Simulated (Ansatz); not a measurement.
**Bands, cutoff and cost in G0W0 for Al5GaP6 (zincblende [001] superlattice)**

How do accuracy and time trade against each other in G0W0 on Al5GaP6 (zincblende [001] superlattice)?

Calculated with Ansatz 0.2.0; G0W0 on PBEsol, plane waves, PAW; PAW set soft_1.

### 1. The starting structure

The cell holds 12 atoms: 1 Ga, 6 P and 5 Al. Its edges and angles: a = 3.867 Å, b = 3.867 Å, c = 16.377 Å, α = 90.0°, β = 90.0°, γ = 90.0°. It derives from GaP. Regions: GaP, 2 atoms (1 Ga and 1 P); AlP, 10 atoms (5 Al and 5 P). The structure's axis is c.

The structure was relaxed with PBEsol. The runs that relaxed it are not among those shown.

### 2. 258 empty bands, screening to 60 eV

G0W0 replaces the xc potential by the self-energy, built once from these orbitals. Only a window of levels is corrected, while the sums run over the empty bands that the input names. This step takes PAW set soft_1 files.

input.yaml reads:

```yaml
crystal:
  lattice:
    - [3.8672889791, 0.0, 0.0]
    - [0.0, 3.8672899661, 0.0]
    - [0.0, 0.0, 16.3767280528]
  atoms:
    - { symbol: Ga, position: [0.0, 0.0, 0.0416550685] }
    - { symbol: P, position: [0.5, 0.0, 0.1246130322] }
    - { symbol: Al, position: [0.5, 0.5, 0.2077686445] }
    - { symbol: P, position: [0.0, 0.5, 0.2911913657] }
    - { symbol: Al, position: [0.0, 0.0, 0.3746771601] }
    - { symbol: P, position: [0.5, 0.0, 0.4581695879] }
    - { symbol: Al, position: [0.5, 0.5, 0.5416552581] }
    - { symbol: P, position: [0.0, 0.5, 0.625140945] }
    - { symbol: Al, position: [0.0, 0.0, 0.7086332974] }
    - { symbol: P, position: [0.5, 0.0, 0.7921190577] }
    - { symbol: Al, position: [0.5, 0.5, 0.875541765] }
    - { symbol: P, position: [0.0, 0.5, 0.9586972305] }
kpoints:
  mp_grid: { grid: [4, 4, 2] }
hamiltonian:
  xc: pbesol
  pseudopotentials: { kind: paw, azcp: { folder: soft_1 }, xc_functional: pbe }
scf:
  occupations: { method: fixed }
gw:
  n_empty_bands: 258
  ecut_chi: 60
  qp_bands: [v4, c4]
  qp_kpoints: band_edges
  screening: { model: contour_deformation }
```

Run with:

```
$ ansatz run input.yaml --threads 3 --pin off --max-ram 92160MiB --backend cuda --events-out ev --progress --plain --runs-dir out --devices 1 --max-vram 13GiB
```

Numbers of over 12 decimals in the logs are rounded to 6 here.

The log of the run:

```text
Warning: the atoms were moved onto the symmetric positions of the space group found under crystal.symmetry.tolerance 1.0e-5 (fractional; no operation is sought that the atoms, as they stand in a round, miss by more than twice it, and no atom is moved by as much as it), and the run uses the moved positions. Before a round's move an operation carried an atom to 4.34e-6 Å from where it should land, the largest such dist [...]
GPUs: using 1 of 1 available (devices: 1).
Engine: ansatz 0.2.0, x86_64-unknown-linux-gnu
Pseudopotentials: kind: paw
Pseudopotential: Ga, paw, valence charge 13, recommended cutoff 420 eV (normal), soft_1/Ga.paw.azcp
Pseudopotential: P, paw, valence charge 5, recommended cutoff 420 eV (normal), soft_1/P.paw.azcp
Pseudopotential: Al, paw, valence charge 3, recommended cutoff 420 eV (normal), soft_1/Al.paw.azcp
Functional definition: PBEsol
  exchange = pbesol_x
  correlation = pbesol_c
device memory: the entry about to start is reckoned to put 2.7 GiB on a device that reports 65.1 GiB free (of which the cap on the GPU budget leaves the run 13.0 GiB)
GPU FFT provider: cuFFT
GPU libraries: cuBLAS 13.8.2, cuFFT 12.4.0, cuSOLVER 12.3.4
Crystal: 12 atoms, lattice volume = 244.929 Å³
Basis set: ecut = 420 eV, 4831 PW (Γ)
Bands: 41, of which v1, the nominal top of the filled ones, is band 29 counted from 1 (28 counted from 0)
Symmetry: 8 space group operations
Space group: P-4m2 (ITA 115), of the structure as read, at distance tolerance 6.3e-5 Å
k-points: 12 of 32
Non-local potential: Ga, projectors of the file, l = 0: 2, l = 1: 2, l = 2: 3, l = 3: 1
Non-local potential: P, projectors of the file, l = 0: 2, l = 1: 2, l = 2: 1
Non-local potential: Al, projectors of the file, l = 0: 2, l = 1: 2, l = 2: 1
PAW form: soft (Blöchl's): semilocal exchange-correlation on the pseudo side does not see the compensation charge
PAW frozen core: Ga, regenerated for the run's functional, and the local potential with it (the file was generated under x = pbe(κ = 0.804, μ = 0.219515), c = pbe(β = 0.066725))
PAW frozen core: P, regenerated for the run's functional, and the local potential with it (the file was generated under x = pbe(κ = 0.804, μ = 0.219515), c = pbe(β = 0.066725))
PAW frozen core: Al, regenerated for the run's functional, and the local potential with it (the file was generated under x = pbe(κ = 0.804, μ = 0.219515), c = pbe(β = 0.066725))
PAW one-centre angular grid: Ga, 590 points (default); XC on 64 Gauss nodes
PAW one-centre angular grid: P, 110 points (default); XC on 64 Gauss nodes
PAW one-centre angular grid: Al, 110 points (default); XC on 64 Gauss nodes
Initial density: superposition of atomic densities (chi_scale 0.1, normalization cell, long waves kept (reshape's long-wave potential 0.14 eV rms))
Initial wavefunctions: pseudopotential atomic-orbital guess
GPU buffer pool allocated for 87480 grid points (all kernels)
GPU transforms: local potential and band sums: pruned to the plane-wave sphere, on 25×25×120
Functional: x = pbesol(κ = 0.804, μ = 0.123457), c = pbesol(β = 0.046)
SCF iter   1: F=—  HF=-10814.279799 eV  |F-HF|=—  |Δ(HF+E_count)|=         —  Δρ=4.50e-2  dr2=5.62e0  ethr=3.10e-3  ⟨swp⟩=5.9  Hψ=2079  notcnv=0  defer=102
preconditioner: auto → Resta (q_TF=auto, 2.146 Å⁻¹)  ε∞=4.0  [insulator: Δε(μ)=2.033 eV  Ē_g=10.449 eV  n_scr=38 (ndim 8)  ℏωp=18.1 eV  f_vac=0.000  ε∞_Penn≈4.0]
SCF iter   2: F=—  HF=-10812.890150 eV  |F-HF|=—  |Δ(HF+E_count)|=    1.39e0  Δρ=2.40e-2  dr2=1.39e0  ethr=3.10e-3  ⟨swp⟩=2.4  Hψ=839  notcnv=0  defer=110
SCF iter   3: F=—  HF=-10812.510642 eV  |F-HF|=—  |Δ(HF+E_count)|=   3.80e-1  Δρ=3.24e-3  dr2=2.89e-2  ethr=2.39e-3  ⟨swp⟩=3.0  Hψ=741  notcnv=0  defer=114
SCF iter   4: F=—  HF=-10812.515374 eV  |F-HF|=—  |Δ(HF+E_count)|=   4.73e-3  Δρ=9.79e-4  dr2=2.69e-3  ethr=4.99e-5  ⟨swp⟩=3.2  Hψ=824  notcnv=0  defer=120
SCF iter   5: F=—  HF=-10812.514922 eV  |F-HF|=—  |Δ(HF+E_count)|=   4.52e-4  Δρ=6.65e-4  dr2=8.02e-4  ethr=4.64e-6  ⟨swp⟩=2.1  Hψ=799  notcnv=0  defer=120
SCF iter   6: F=—  HF=-10812.515106 eV  |F-HF|=—  |Δ(HF+E_count)|=   1.84e-4  Δρ=1.93e-4  dr2=1.82e-4  ethr=1.38e-6  ⟨swp⟩=2.0  Hψ=797  notcnv=0  defer=120
SCF iter   7: F=—  HF=-10812.515147 eV  |F-HF|=—  |Δ(HF+E_count)|=   4.01e-5  Δρ=4.05e-5  dr2=4.96e-6  ethr=3.13e-7  ⟨swp⟩=3.0  Hψ=792  notcnv=0  defer=119
SCF iter   8: F=—  HF=-10812.515150 eV  |F-HF|=—  |Δ(HF+E_count)|=   3.76e-6  Δρ=9.24e-6  dr2=2.79e-7  ethr=8.55e-9  ⟨swp⟩=2.0  Hψ=836  notcnv=0  defer=118
SCF iter   9: F=-10812.515150 eV  HF=-10812.515150 eV  |F-HF|=6.13e-10  |Δ(HF+E_count)|=   2.02e-7  Δρ=1.98e-6  dr2=1.33e-8  ethr=1.72e-10  ⟨swp⟩=16.2  Hψ=2865  notcnv=0
SCF 1 converged in 9 iterations: F = -10812.515150 eV  dr2 = 1.33e-8
  greatest PAW one-centre occupation: 0.994 electrons in one spin orbital (limit 2), on the Ga atom at site 0 (counted from 0), in its partial waves of l = 2
device memory: the entry about to start is reckoned to put 3.7 GiB (of the 3.8 GiB reckoned in all, the device holds 0.1 GiB already) on a device that reports 58.2 GiB free (of which the cap on the GPU budget leaves the run 13.0 GiB)
NSCF: frozen V_eff on 12 k-points
the band table was solved once the SCF had ended and its energy, with any forces and stress, was formed, with the checks that follow a solve (2322 applications of the Hamiltonian). They found nothing against the state; the energy, forces and stress were not computed again (output.eigenvalues in the input reference)
device memory: the entry about to start is reckoned to put 5.4 GiB on a device that reports 58.2 GiB free (of which the cap on the GPU budget leaves the run 13.0 GiB)
NSCF: frozen V_eff on 12 k-points
G₀W₀ screening: q 1/12
[... further progress lines ...]
SCF converged after 9 iterations
Free energy (F): -10812.515150 eV
Harris-Foulkes:  -10812.515150 eV  (|F-HF|=6.13e-10)
Internal energy: -10812.515150 eV  (E = F + TS)
E sigma→0 (E₀):  -10812.515150 eV
Fermi energy:    5.294441 eV
--- Per-component energies (eV) ---
  E_band       = -53.906925
  E_kinetic    = 640.201048
  E_local      = -3485.320495  (includes V_loc(G=0)·N_el)
  E_nonlocal   = 154.871137
  E_hartree    = 1839.288289
  E_xc         = -683.557975
  E_vxc        = -570.071792  (∫ρ·V_xc dr)
  E_paw        = -7496.389603  (= ΣΔE_a)
  E_vpaw       = -472.164491  (= ΣTr[D̂ρ^β])
  E_aug_tail   = -0.000225  (compensation charges beyond the density's cutoff)
  E_ewald      = -1782.842579
  E_core_change = 1.235251  (= ΣΔE_core)
  E_smearing   = -0.000000  (= −TS)
  E_closure    = -0.000000  (closes the sum)
  Σ components = -10812.515150   (vs F -10812.515150, Δ=0.00e0)
--- Band table (eV; the first three rows and the last of 12) ---
  k-point 0: bands = [... 25 lower, 4.5373, 5.2835, 5.2944, 5.2944, 6.7213, 7.1691, 7.4023, 7.5076, ... 8 higher]
  k-point 1: bands = [... 25 lower, 4.9573, 4.9573, 5.1158, 5.1158, 6.7899, 6.9752, 7.5400, 7.7377, ... 8 higher]
  k-point 2: bands = [... 25 lower, 4.6339, 4.7158, 4.7545, 5.1272, 7.5283, 7.9709, 8.1572, 8.3049, ... 8 higher]
  k-point 11: bands = [... 25 lower, 2.8282, 2.8285, 2.8700, 2.8700, 7.1666, 7.1666, 7.3596, 7.3596, ... 8 higher]
--- G₀W₀: contour deformation, 6 samples at zero and on the imaginary axis and 1 off it, 32 q-points, 258 empty bands' worth ---
  eigenvalues of the whole cell's RPA ε∞ on this k-mesh (on a slab, of 1 + 4πα/V) = 8.3195, 10.1490, 10.1490; static W/v taken at q = 0 is 0.093846
  gw.qp_kpoints: band_edges: 7 of 12 stored k-points solved, in 1 pass; an edge of the gap read off the rows below is read off those points alone
    valence top: of the k-points left out ik 4 came nearest to being solved in a further pass, in band 27 (counted from 1, as in the quasiparticle table): it holds the edge there only if its correction is more favourable than any solved in that band by at least 0.869 eV; those differ by 0.198 eV
    conduction bottom: of the k-points left out ik 9 came nearest to being solved in a further pass, in band 30 (counted from 1, as in the quasiparticle table): it holds the edge there only if its correction is more favourable than any solved in that band by at least 0.960 eV; those differ by 0.292 eV
    ik  band        ε_KS         Σx   Σc(E_QP)       V_xc       Z   E_QP_lin       E_QP  E_QP is
     0    26      4.5373   -15.7860     1.9718   -13.5115  0.7590     4.2334     4.2345  root
     0    27      5.2835   -15.7955     1.5672   -14.0115  0.7674     5.0663     5.0667  root
     0    28      5.2944   -16.1146     1.7482   -14.1233  0.7654     5.0507     5.0513  root
     0    29      5.2944   -16.1146     1.7482   -14.1233  0.7654     5.0507     5.0513  root
     0    30      6.7213    -5.4581    -3.6152    -9.4180  0.7895     7.0671     7.0659  root
     0    31      7.1691    -6.2893    -3.6815   -10.4315  0.7857     7.6320     7.6298  root
     0    32      7.4023    -6.1864    -3.7112   -10.3091  0.7865     7.8157     7.8138  root
     0    33      7.5076    -6.3397    -3.7360   -10.5614  0.7850     7.9959     7.9933  root
     1    26      4.9573   -15.7218     1.8468   -13.6038  0.7625     4.6853     4.6861  root
     1    27      4.9573   -15.7218     1.8468   -13.6038  0.7625     4.6853     4.6861  root
     1    28      5.1158   -16.1038     1.7772   -14.0739  0.7643     4.8624     4.8631  root
     1    29      5.1158   -16.1038     1.7772   -14.0739  0.7643     4.8624     4.8631  root
     1    30      6.7899    -5.4696    -3.6307    -9.4737  0.7883     7.1647     7.1633  root
     1    31      6.9752    -5.8484    -3.6479    -9.8541  0.7890     7.3343     7.3330  root
     1    32      7.5400    -6.9785    -3.7384   -11.2464  0.7841     8.0725     8.0695  root
     1    33      7.7377    -5.9110    -3.7992   -10.1879  0.7846     8.2180     8.2154  root
     2    26      4.6339   -15.9476     1.9717   -13.6819  0.7596     4.3388     4.3398  root
     2    27      4.7158   -15.7120     1.7619   -13.6913  0.7628     4.4564     4.4571  root
     2    28      4.7545   -15.8003     1.7485   -13.7947  0.7632     4.4967     4.4974  root
     2    29      5.1272   -16.1734     1.8262   -14.0947  0.7636     4.8742     4.8748  root
     2    30      7.5283    -5.9885    -3.7692   -10.1934  0.7855     7.9662     7.9641  root
     2    31      7.9709    -7.4448    -3.7921   -11.8128  0.7810     8.5506     8.5468  root
     2    32      8.1572    -6.0358    -3.9124   -10.4202  0.7807     8.6320     8.6292  root
     2    33      8.3049    -6.7206    -3.8986   -11.1338  0.7797     8.8228     8.8196  root
[...]
11    26      2.8282   -15.2162     2.3984   -12.4468  0.7418     2.4547     2.4572  root
    11    27      2.8285   -15.4286     2.4914   -12.5223  0.7402     2.4104     2.4136  root
    11    28      2.8700   -15.1727     2.4055   -12.3688  0.7418     2.4688     2.4716  root
    11    29      2.8700   -15.1727     2.4055   -12.3688  0.7418     2.4688     2.4716  root
    11    30      7.1666    -5.7234    -3.5542    -9.6358  0.7876     7.5261     7.5248  root
    11    31      7.1666    -5.7234    -3.5542    -9.6358  0.7876     7.5261     7.5248  root
    11    32      7.3596    -6.0815    -3.5769   -10.0071  0.7881     7.7095     7.7083  root
    11    33      7.3596    -6.0815    -3.5769   -10.0071  0.7881     7.7095     7.7083  root
```

It took 21 s on 1 × NVIDIA H100 80GB HBM3 (shared by 6 runs) with 3 threads of AMD EPYC 7R13 (Zen 3), shared host; peak memory 1.5 GiB.

This step gave:

| Item | Value |
| --- | --- |
| bands summed | 287 |
| RPA ε∞ on this mesh (eigenvalues) | 8.320, 10.15, 10.15 |
| plane waves in the screening matrix | 281 |
| q-points in the mesh | 32 |
| G0W0 gap on the mesh | 1.989 eV |
| k of the valence top | 0, 0, 0 |
| k of the conduction bottom | -0.5, -0.5, 0 |
| starting gap on the mesh | 1.427 eV |
| Z at the valence top | 0.7674 |
| Z at the conduction bottom | 0.7919 |
| least direct G0W0 gap on the computed points | 1.999 eV |

The gap on the mesh goes from 1.43 eV to 1.99 eV, a correction of +0.56 eV. Between the two edge states, bare exchange in place of the xc potential would open the gap by 5.60 eV, and correlation takes back 5.05 eV.

### 3. 1021 empty bands, screening to 150 eV

Bands and screening cutoff are moved together, since each hides the error of the other.

Edit input.yaml of step 2 so:

```diff
@@ -26,4 +26,4 @@
 gw:
-  n_empty_bands: 258
-  ecut_chi: 60
+  n_empty_bands: 1021
+  ecut_chi: 150.0
   qp_bands: [v4, c4]
```

The log of the run:

```text
[...]
GPUs: using 1 of 1 available (devices: 1).
[...]
GPU FFT provider: cuFFT
GPU libraries: cuBLAS 13.8.2, cuFFT 12.4.0, cuSOLVER 12.3.4
Crystal: 12 atoms, lattice volume = 244.929 Å³
Basis set: ecut = 420 eV, 4831 PW (Γ)
Bands: 41, of which v1, the nominal top of the filled ones, is band 29 counted from 1 (28 counted from 0)
[... 1 set-up line as in the run before ...]
[...]
k-points: 12 of 32
[...]
GPU buffer pool allocated for 87480 grid points (all kernels)
[...]
SCF iter   1: F=—  HF=-10814.279799 eV  |F-HF|=—  |Δ(HF+E_count)|=         —  Δρ=4.50e-2  dr2=5.62e0  ethr=3.10e-3  ⟨swp⟩=5.9  Hψ=2079  notcnv=0  defer=102
[...]
SCF iter   9: F=-10812.515150 eV  HF=-10812.515150 eV  |F-HF|=6.13e-10  |Δ(HF+E_count)|=   2.02e-7  Δρ=1.98e-6  dr2=1.33e-8  ethr=1.72e-10  ⟨swp⟩=16.2  Hψ=2865  notcnv=0
SCF 1 converged in 9 iterations: F = -10812.515150 eV  dr2 = 1.33e-8
[...]
NSCF: frozen V_eff on 12 k-points
[...]
G₀W₀ screening: q 1/12
[... further progress lines ...]
SCF converged after 9 iterations
Free energy (F): -10812.515150 eV
[...]
Internal energy: -10812.515150 eV  (E = F + TS)
E sigma→0 (E₀):  -10812.515150 eV
Fermi energy:    5.294441 eV
[...]
--- Band table (eV; the first three rows and the last of 12) ---
  k-point 0: bands = [... 25 lower, 4.5373, 5.2835, 5.2944, 5.2944, 6.7213, 7.1691, 7.4023, 7.5076, ... 8 higher]
  k-point 1: bands = [... 25 lower, 4.9573, 4.9573, 5.1158, 5.1158, 6.7899, 6.9752, 7.5400, 7.7377, ... 8 higher]
  k-point 2: bands = [... 25 lower, 4.6339, 4.7158, 4.7545, 5.1272, 7.5283, 7.9709, 8.1572, 8.3049, ... 8 higher]
  k-point 11: bands = [... 25 lower, 2.8282, 2.8285, 2.8700, 2.8700, 7.1666, 7.1666, 7.3596, 7.3596, ... 8 higher]
[...]
bands read: the sum over 1050 bands ends inside a degenerate multiplet in 1 slot, whose members it reads at an even weight; the widest, k=0: bands 1050 to 1051 (counted from 1) at 1/2 each
[...]
0    26      4.5373   -15.7860     1.5903   -13.5115  0.7550     3.8471     3.8530  root
     0    27      5.2835   -15.7955     1.1365   -14.0115  0.7627     4.6320     4.6361  root
     0    28      5.2944   -16.1146     1.3196   -14.1233  0.7606     4.6179     4.6227  root
     0    29      5.2944   -16.1146     1.3196   -14.1233  0.7606     4.6179     4.6227  root
     0    30      6.7213    -5.4581    -3.7981    -9.4180  0.7881     6.8832     6.8829  root
     0    31      7.1691    -6.2893    -3.9191   -10.4315  0.7841     7.3927     7.3922  root
     0    32      7.4023    -6.1864    -3.9236   -10.3091  0.7850     7.6018     7.6014  root
     0    33      7.5076    -6.3397    -3.9669   -10.5614  0.7832     7.7631     7.7624  root
[...]
11    30      7.1666    -5.7234    -3.7650    -9.6358  0.7859     7.3142     7.3139  root
    11    31      7.1666    -5.7234    -3.7650    -9.6358  0.7859     7.3142     7.3139  root
    11    32      7.3596    -6.0815    -3.7890   -10.0071  0.7864     7.4964     7.4961  root
    11    33      7.3596    -6.0815    -3.7890   -10.0071  0.7864     7.4964     7.4961  root
```

It took 54 s on 1 × NVIDIA H100 80GB HBM3 (shared by 6 runs) with 3 threads; peak memory 4.2 GiB; 94 s of CPU time.

This step gave:

| Property | Result |
| --- | --- |
| bands summed | 1050 |
| RPA ε∞ on this mesh (eigenvalues) | 8.268, 10.09, 10.09 |
| plane waves in the screening matrix | 1021 |
| q-points in the mesh | 32 |
| G0W0 gap on the mesh | 2.233 eV |
| k of the valence top | 0, 0, 0 |
| k of the conduction bottom | -0.5, -0.5, 0 |
| starting gap on the mesh | 1.427 eV |
| Z at the valence top | 0.7627 |
| Z at the conduction bottom | 0.7906 |
| least direct G0W0 gap on the computed points | 2.247 eV |

Against the run with 4×4×2 mesh, 258 empty bands, screening to 60 eV, PAW set soft_1 files, the gap moves by +0.24 eV.

### 4. Convergence and cost

Times are wall times on 1 × NVIDIA H100 80GB HBM3 (shared by 6 runs) with 3 threads of AMD EPYC 7R13 (Zen 3), shared host, good to a factor of about two.

| mesh | files | frequency | bands summed | cutoff (eV) | start (eV) | G0W0 (eV) | time | host memory (GiB) |
| --- | --- | --- | --- | --- | --- | --- | --- | --- |
| 4×4×2 | PAW set soft_1 | contour deformation | 287 | 60 | 1.427 | 1.989 | 21 s | 1.5 |
| 4×4×2 | PAW set soft_1 | contour deformation | 1050 | 150 | 1.427 | 2.233 | 54 s | 4.2 |

The parts of the quasiparticle energy at the two band edges (eV; QP = start + Σx + Σc − Vxc):

| run | edge | start | Σx | Σc | Vxc | Z | QP |
| --- | --- | --- | --- | --- | --- | --- | --- |
| 287 bands | valence top | 5.28 | -15.80 | 1.57 | -14.01 | 0.77 | 5.07 |
| 287 bands | conduction bottom | 6.72 | -5.59 | -3.48 | -9.41 | 0.79 | 7.06 |
| 1050 bands | valence top | 5.28 | -15.80 | 1.14 | -14.01 | 0.76 | 4.64 |
| 1050 bands | conduction bottom | 6.72 | -5.59 | -3.67 | -9.41 | 0.79 | 6.87 |

### 5. What came out

```
287 bands, 60 eV                    : 1.989 eV
1050 bands, 150 eV                  : 2.233 eV
estimated limit in bands and cutoff : 2.32 eV
mesh and start                      : 4×4×2, PBEsol
```

**Reading.** A line in one over the bands through the two rungs gives 2.32 eV, +0.09 eV from the top rung; with two points alone it is an unchecked estimate. The rungs stand 0.34 eV (287 bands) and 0.09 eV (1050 bands) from it. From 287 to 1050 bands the gap moves by +0.24 eV while the time grows 2.5-fold. Σc changes by −0.43 eV at the valence top and −0.19 eV at the conduction bottom, so the valence edge carries most of the change. The 4×4×2 mesh is coarse for this cell (its supercell is 15 Å along the shortest edge). The RPA ε∞ on it, from the PBEsol start, is 8.27 and 10.09; such meshes misread the long-range screening, most where the gap is narrow. The many-body steps are scalar-relativistic: spin-orbit coupling is not in them.

[Paths, hosts, dates, memory and timing lines, banners, echoed tables and standing remarks are left out of the program output.]

[Logs are printed without paths, hosts, clocks, repeated set-up lines and the standing remarks that a program may print on its own settings, such as how far it seeks lower states.]

[Runs of the session that timed out or met a known fault of the program may be left out.]

[Cells called generated may have been cut or substituted from an entry of the Crystallography Open Database or the Materials Project.]

[Hosts, paths, dates, database ids (printed as entryN), source tags and the programs' standing remarks are cut or masked in the printed files.]
